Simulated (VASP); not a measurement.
Runs of VASP 6.6.1 on HfO2. Symmetry: Fm-3m, No. 225, cubic system. Conventional cell: a = 5.115 Å, b = 5.115 Å, c = 5.115 Å, α = 90.00°, β = 90.00°, γ = 90.00°. Hf (site symmetry m-3m) is surrounded by 8 O at 2.21 Å. Around O (site symmetry -43m) lie 4 Hf at 2.21 Å. Measurements of this composition are mostly on another form, of space group No. 14.

| task | level | spin | exchange at q = 0 | share of exact exchange | screening parameter | gap on the mesh (eV) | pressure (GPa) |
| --- | --- | --- | --- | --- | --- | --- | --- |
| band structure | HSE03 | off | - | - | - | 5.00 | (b) |
| band structure | r2SCAN-EpsX | off | truncated | 0.1897 | - | 5.82 | -15.5 |
| single point | HSE06 | SOC, no magnetisation | - | - | 0.2 1/A | - | -13.2 |
| band structure | PBE0 | off | truncated | - | - | (a) | -13.2 |
| band structure | HSE06 | off | - | - | 0.2 1/A | 5.28 | -13.3 |

Alike in all rows: potentials or basis VASP PAW PBE potentials, release 64 (Hf_pv, O); cell as given; k mesh 6 × 6 × 6; cutoff (eV) 520; smearing gaussian 0.02 eV.

Problem. Estimate the missing entries.

Solution. (a) 6.01; (b) -13.0.

Caveats: the PAW data sets were made with another functional, which shifts forces and pressure a little (some runs); spin-orbit coupling is left out, which moves the levels of the heavy elements (some runs); so large a pressure means that the cell lies far from this level's equilibrium, or that cutoff or potentials fall short (some runs); the potentials were made for another functional, which shifts forces and pressure (some runs).

A k mesh can miss the band edges, and rows without SOC leave out spin-orbit coupling on Hf.
